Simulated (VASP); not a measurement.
# CuAu (R-3m) in VASP: notebook

One crystal, CuAu, is run at these levels: PBEsol; tasks: equation of state.

Everything below comes from runs of VASP 6.6.1. Logs are shortened: lines on timing, memory, paths and dates and some standing lists are left out, and cuts for length are marked.

### 1 The structure

The structure is trigonal, space group R-3m (No. 166). The conventional cell has a = 2.836 Å, b = 2.836 Å, c = 12.511 Å, α = 90.00°, β = 90.00°, γ = 120.00°. Around Au (site symmetry -3m) lie 6 Cu at 2.65 Å and 6 Au at 2.84 Å. Cu (site symmetry -3m) is surrounded by 6 Au at 2.65 Å and 6 Cu at 2.84 Å.

The cell comes from a database or a generator and needn't be the stable form of this composition.

### 2 Equation of state, PBEsol, 13.95 Å³/atom (a relaxed cell with its volume scaled by 0.96)

Input file INCAR:

```
PREC = Accurate
ENCUT = 520
EDIFF = 1E-6
ISMEAR = -1
SIGMA = 0.05
LREAL = F
LASPH = T
NELM = 80
ALGO = Normal
ISIF = 2
LWAVE = F
LCHARG = F
GGA = PS
```

Input file KPOINTS:

```
Automatic mesh
0
Gamma
  10 10 10
```

Input file POSCAR:

```
CuAu                                    
1.0
    1.3990169508      0.8077228132      4.1140773642
   -1.3990169508      0.8077228132      4.1140773642
    0.0000000000     -1.6154456264      4.1140773642
  Au              Cu            
     1     1
Direct
     0.0000000000000000    0.0000000000000000    1.0000000000000000
     0.5000000000000000    0.5000000000000000    0.5000000000000000
```

Potentials or basis: VASP PAW PBE potentials, release 64 (Au, Cu).

The run is started by

```sh
cat potpaw_PBE.64/Au/POTCAR potpaw_PBE.64/Cu/POTCAR > POTCAR
mpirun -np 1 vasp_std > vasp.out
```

OUTCAR:

```text
PREC = Accurate
   ENCUT = 520
   EDIFF = 1E-6
   ISMEAR = -1
   LREAL = F
   LASPH = T
   NELM = 80
   ISIF = 2
   GGA = PS

 ion  position               nearest neighbor table
   1  0.000  0.000  0.000-   2 2.62   2 2.62   2 2.62   2 2.62   2 2.62   2 2.62
   2  0.500  0.500  0.500-   1 2.62   1 2.62   1 2.62   1 2.62   1 2.62   1 2.62

  LATTYP: Found a trigonal (rhomboedric) cell.
 ALAT       =     4.4198752392
 COS(alpha) =     0.7996192824

  Lattice vectors:

 A1 = (   1.3990169508,   0.8077228132,   4.1140773642)
 A2 = (  -1.3990169508,   0.8077228132,   4.1140773642)
 A3 = (   0.0000000000,  -1.6154456264,   4.1140773642)

Analysis of symmetry for initial positions (statically):
=====================================================================
 Subroutine PRICEL returns:
 Original cell was already a primitive cell.

 Routine SETGRP: Setting up the symmetry group for a
 trigonal (rhombohedral) supercell.

 Subroutine GETGRP returns: Found 12 space group operations
 (whereof 12 operations were pure point group operations)
 out of a pool of 12 trial point group operations.

The static configuration has the point symmetry D_3d.

Analysis of symmetry for dynamics (positions and initial velocities):
=====================================================================
 Subroutine PRICEL returns:
 Original cell was already a primitive cell.

 Routine SETGRP: Setting up the symmetry group for a
 trigonal (rhombohedral) supercell.

 Subroutine GETGRP returns: Found 12 space group operations
 (whereof 12 operations were pure point group operations)
 out of a pool of 12 trial point group operations.

The dynamic configuration has the point symmetry D_3d.

 Subroutine INISYM returns: Found 12 space group operations
 (whereof 12 operations are pure point group operations),
 and found     1 'primitive' translations

----------------------------------------------------------------------------------------

                                     Primitive cell

  volume of cell :      27.8939

  direct lattice vectors                    reciprocal lattice vectors
     1.399016951  0.807722813  4.114077364     0.357393811  0.206341413  0.081022622
    -1.399016951  0.807722813  4.114077364    -0.357393811  0.206341413  0.081022622
     0.000000000 -1.615445626  4.114077364     0.000000000 -0.412682826  0.081022622

  length of vectors
     4.419875239  4.419875239  4.419875239     0.420561268  0.420561268  0.420561268

  position of ions in fractional coordinates (direct lattice)
[... 90 lines left out ...]
   NELECT =      22.0000    total number of electrons
   NUPDOWN=      -1.0000    fix difference up-down
   EMIN   =  10.00;   EMAX   =-10.00  energy-range for DOS
   EFERMI =   0.00;   METHOD = LEGACY
   ISMEAR =    -1;   SIGMA  =   0.05  broadening in eV -4-tet -1-fermi 0-gaus
   EFERMI_NEDOS =   21; number of points for ismear=-14 and -15
   IALGO  =     38    algorithm
   IMIX   =      4    mixing-type and parameters
     AMIX     =   0.40;   BMIX     =  1.00
     AMIX_MAG =   1.60;   BMIX_MAG =  1.00
  volume/ion in A,a.u.               =      13.95        94.12
  Fermi-wavevector in a.u.,A,eV,Ry     =   1.512560  2.858325 31.127937  2.287839
  Thomas-Fermi vector in A             =   2.622468
   LORBIT       =      0    0 simple, 1 ext, 2 COOP (PROOUT), +10 PAW based schemes
   GGA     = PS    functional components
   LHFCALC =     F    Hartree Fock is set to
   AEXX    =    0.0000 exact exchange contribution
   IVDW    =     0    specifies the selected vdW correction
   LEPSILON=     F    determine dielectric tensor
   LRPA    =     F    only Hartree local field effects (RPA)
 non-spin polarized calculation
  energy-cutoff  :      520.00
  volume of cell :       27.89
 maximum number of plane-waves:       765
 NGX is ok and might be reduce to    36
   NGX = 17   NGY = 17   NGZ = 17

 number of electron      22.0000001 magnetization

 Free energy of the ion-electron system (eV)
  ---------------------------------------------------
  ext. energy  EPLUGINS =         0.00000000
  ---------------------------------------------------
  free energy    TOTEN  =        -8.17292858 eV

  energy without entropy =       -8.16783199  energy(sigma->0) =       -8.17038028

 E-fermi :   9.1747     XC(G=0): -13.0719

 val. band max:        9.1464944002   @ k =  -0.4000   0.4000   0.1000
 cond. band min:       9.1994484004   @ k =   0.3000   0.3000   0.1000
 fundamental gap:      0.0529540002
 Fermi energy:         9.1747468628

 k-point     1 :       0.0000    0.0000    0.0000
  band No.  band energies     occupation
      1      -1.1080      2.00000
      2       2.1133      2.00000
      3       4.0377      2.00000
      4       4.0377      2.00000
      5       5.1510      2.00000
      6       5.1510      2.00000
      7       6.2564      2.00000
      8       6.8724      2.00000
      9       6.8724      2.00000
     10       7.6233      2.00000
     11       7.6233      2.00000
     12       8.8836      1.99410
     13      14.4914      0.00000
     14      23.7818      0.00000
[... 401 lines left out ...]
      2       2.6811      2.00000
      3       3.4600      2.00000
      4       4.5685      2.00000
      5       4.7347      2.00000
      6       6.3978      2.00000
      7       6.4105      2.00000
      8       6.8283      2.00000
      9       7.1817      2.00000
     10       7.3894      2.00000
     11       7.6084      2.00000
     12      11.0798      0.00000
     13      16.5180      0.00000
     14      17.4861      0.00000
     15      18.9988      0.00000

 [... further k-points ...]

------------------------ aborting loop because EDIFF is reached ----------------------------------------

  FORCE on cell =-STRESS in cart. coord.  units (eV):
  Direction    XX          YY          ZZ          XY          YZ          ZX
  --------------------------------------------------------------------------------------
  -------------------------------------------------------------------------------------
  Total        1.3086221      1.3086221      1.3345154      0.0000000      0.0000000      0.0000000
  in kB       75.1650237     75.1650237     76.6522919      0.0000000      0.0000000      0.0000000
  external PRESSURE =      75.6607798 kB  Pullay stress =       0.0000000 kB

 VOLUME and BASIS-vectors are now :
 -----------------------------------------------------------------------------
  energy-cutoff  :      520.00
  volume of cell :       27.89
      direct lattice vectors                 reciprocal lattice vectors
     1.399016951  0.807722813  4.114077364     0.357393811  0.206341413  0.081022622
    -1.399016951  0.807722813  4.114077364    -0.357393811  0.206341413  0.081022622
     0.000000000 -1.615445626  4.114077364     0.000000000 -0.412682826  0.081022622

 POSITION                                       TOTAL-FORCE (eV/Angst)
 -----------------------------------------------------------------------------------
      0.00000      0.00000      0.00000        -0.000000      0.000000     -0.000000
      0.00000      0.00000      6.17112         0.000000     -0.000000      0.000000
 -----------------------------------------------------------------------------------
    total drift:                                0.000000     -0.000000      0.000000

  FREE ENERGIE OF THE ION-ELECTRON SYSTEM (eV)
  ---------------------------------------------------
  free  energy   TOTEN  =        -8.1729285752 eV

  energy  without entropy=       -8.1678319878  energy(sigma->0) =       -8.17038028
```

OSZICAR:

```text
N       E                     dE             d eps       ncg     rms          rms(c)
DAV:   1     0.125742181292E+03    0.12574E+03   -0.11276E+04  3672   0.209E+03
DAV:   2    -0.491956157051E+01   -0.13066E+03   -0.12509E+03  3578   0.332E+02
DAV:   3    -0.935321209214E+01   -0.44337E+01   -0.43680E+01  4385   0.711E+01
DAV:   4    -0.940069072426E+01   -0.47479E-01   -0.47468E-01  4002   0.617E+00
DAV:   5    -0.940205449643E+01   -0.13638E-02   -0.13638E-02  5202   0.115E+00    0.145E+01
DAV:   6    -0.877960976310E+01    0.62244E+00   -0.10716E+01  3495   0.102E+02    0.668E+00
DAV:   7    -0.825404474726E+01    0.52557E+00   -0.41732E+00  4351   0.106E+02    0.671E+00
DAV:   8    -0.818395575888E+01    0.70089E-01   -0.30985E-01  4942   0.147E+01    0.303E+00
DAV:   9    -0.817347937438E+01    0.10476E-01   -0.50100E-02  5248   0.661E+00    0.168E-01
DAV:  10    -0.817294207264E+01    0.53730E-03   -0.62226E-03  5260   0.182E+00    0.934E-02
DAV:  11    -0.817293354525E+01    0.85274E-05   -0.16949E-04  5320   0.364E-01    0.265E-02
DAV:  12    -0.817292931927E+01    0.42260E-05   -0.20636E-05  5155   0.893E-02    0.617E-03
DAV:  13    -0.817292857515E+01    0.74412E-06   -0.12033E-06  2510   0.354E-02
   1 F= -.81729286E+01 E0= -.81703803E+01  d E =-.509659E-02
```

stdout:

```text
POSCAR found type information on POSCAR AuCu
 POSCAR found :  2 types and       2 ions
 scaLAPACK will be used
 -----------------------------------------------------------------------------
|                                                                             |
|                                                                             |
|     You enforced a specific xc type in the INCAR file but a different       |
|     I HOPE YOU KNOW WHAT YOU ARE DOING!                                     |
|                                                                             |
 -----------------------------------------------------------------------------

 LDA part: xc-table for (Slater+PW92), standard interpolation
 POSCAR, INCAR and KPOINTS ok, starting setup
 FFT: planning ... GRIDC
 FFT: planning ... GRID_SOFT
 FFT: planning ... GRID
 WAVECAR not read
 entering main loop
```

Wall time 36 s (1 thread of Intel Xeon 6975P-C (Granite Rapids), shared host); peak memory 0.24 GiB.

What came out:

```
Free energy            : -8.1729 eV
Pressure               : 7.6 GPa
Band gap on the k mesh : none (metal or under the smearing width)
```

Caveat: the PAW data sets were made with another functional, which shifts forces and pressure a little.

### 3 Equation of state, PBEsol, 14.24 Å³/atom (a relaxed cell with its volume scaled by 0.98)

INCAR is that of step 2.

KPOINTS is that of step 2.

Input file POSCAR:

```
CuAu                                    
1.0
    1.4086656485      0.8132934914      4.1424512082
   -1.4086656485      0.8132934914      4.1424512082
    0.0000000000     -1.6265869827      4.1424512082
  Au              Cu            
     1     1
Direct
     0.0000000000000000    0.0000000000000000    1.0000000000000000
     0.5000000000000000    0.5000000000000000    0.5000000000000000
```

Potentials or basis: VASP PAW PBE potentials, release 64 (Au, Cu).

The run is started by

```sh
cat potpaw_PBE.64/Au/POTCAR potpaw_PBE.64/Cu/POTCAR > POTCAR
mpirun -np 1 vasp_std > vasp.out
```

Wall time 37 s (1 thread of Intel Xeon 6975P-C (Granite Rapids), shared host); peak memory 0.24 GiB.

It converged, with:

```
Free energy            : -8.1937 eV
Pressure               : 3.5 GPa
Band gap on the k mesh : none (metal or under the smearing width)
```

Caveat: the PAW data sets were made with another functional, which shifts forces and pressure a little.

### 4 Equation of state, PBEsol, 14.53 Å³/atom

INCAR is that of step 3.

KPOINTS is that of step 3.

Input file POSCAR:

```
CuAu                                    
1.0
    1.4181839484      0.8187888844      4.1704415924
   -1.4181839484      0.8187888844      4.1704415924
    0.0000000000     -1.6375777687      4.1704415924
  Au              Cu            
     1     1
Direct
     0.0000000000000000    0.0000000000000000    1.0000000000000000
     0.5000000000000000    0.5000000000000000    0.5000000000000000
```

The run is started by

```sh
cat potpaw_PBE.64/Au/POTCAR potpaw_PBE.64/Cu/POTCAR > POTCAR
mpirun -np 1 vasp_std > vasp.out
```

Run time: 37 s. Hardware: 1 thread of Intel Xeon 6975P-C (Granite Rapids), shared host; peak memory 0.24 GiB.

Results (log left out):

| Property | Result |
| --- | --- |
| Free energy | -8.2006 eV |
| Pressure | 0.0 GPa |
| Band gap on the k mesh | none (metal or under the smearing width) |

Caveat: the PAW data sets were made with another functional, which shifts forces and pressure a little.

### 5 Equation of state, PBEsol, 14.82 Å³/atom (a relaxed cell with its volume scaled by 1.02)

INCAR is that of step 4.

KPOINTS is that of step 4.

Input file POSCAR:

```
CuAu                                    
1.0
    1.4275761688      0.8242114853      4.1980612158
   -1.4275761688      0.8242114853      4.1980612158
    0.0000000000     -1.6484229707      4.1980612158
  Au              Cu            
     1     1
Direct
     0.0000000000000000    0.0000000000000000    1.0000000000000000
     0.5000000000000000    0.5000000000000000    0.5000000000000000
```

The run is started by

```sh
cat potpaw_PBE.64/Au/POTCAR potpaw_PBE.64/Cu/POTCAR > POTCAR
mpirun -np 1 vasp_std > vasp.out
```

Run time: 38 s. Hardware: 1 thread of Intel Xeon 6975P-C (Granite Rapids), shared host; peak memory 0.25 GiB.

It converged, with:

- Free energy: -8.1955 eV
- Pressure: -3.0 GPa
- Band gap on the k mesh: none (metal or under the smearing width)

Caveat: the PAW data sets were made with another functional, which shifts forces and pressure a little.

### 6 Equation of state, PBEsol, 15.11 Å³/atom (a relaxed cell with its volume scaled by 1.04)

INCAR is that of step 5.

KPOINTS is that of step 5.

Input file POSCAR:

```
CuAu                                    
1.0
    1.4368464036      0.8295636579      4.2253221175
   -1.4368464036      0.8295636579      4.2253221175
    0.0000000000     -1.6591273159      4.2253221175
  Au              Cu            
     1     1
Direct
     0.0000000000000000    0.0000000000000000    1.0000000000000000
     0.5000000000000000    0.5000000000000000    0.5000000000000000
```

Potentials or basis: VASP PAW PBE potentials, release 64 (Au, Cu).

The run is started by

```sh
cat potpaw_PBE.64/Au/POTCAR potpaw_PBE.64/Cu/POTCAR > POTCAR
mpirun -np 1 vasp_std > vasp.out
```

Run time: 38 s. Hardware: 1 thread of Intel Xeon 6975P-C (Granite Rapids), shared host; peak memory 0.25 GiB.

The run converged. Its results:

| Item | Value |
| --- | --- |
| Free energy | -8.1796 eV |
| Pressure | -5.8 GPa |
| Band gap on the k mesh | none (metal or under the smearing width) |

Caveat: the PAW data sets were made with another functional, which shifts forces and pressure a little.

### 7 Equation of state, PBEsol

Potentials or basis: VASP PAW PBE potentials, release 64 (Au, Cu).

No new run: the results of the series are fitted here.

Results:

```yaml
Equilibrium_volume: 14.54 Å³/atom
Bulk_modulus_at_fixed_shape_and_positions: 166 GPa
Pressure_derivative_of_the_bulk_modulus: "5.5 (rough: it moves with the points fitted)"
```

Energy against volume, from the lowest point:
| volume (Å³/atom) | energy (meV/atom) |
| --- | --- |
| 13.947 | 13.86 |
| 14.238 | 3.48 |
| 14.528 | 0.00 |
| 14.819 | 2.60 |
| 15.109 | 10.52 |

Caveat: the cell was scaled at fixed shape and fractional positions, which overstates the stiffness of a crystal with free parameters, most of all of layers and chains; the PAW data sets were made with another functional, which shifts forces and pressure a little. Spin-orbit coupling is left out, which matters for the levels of Au.
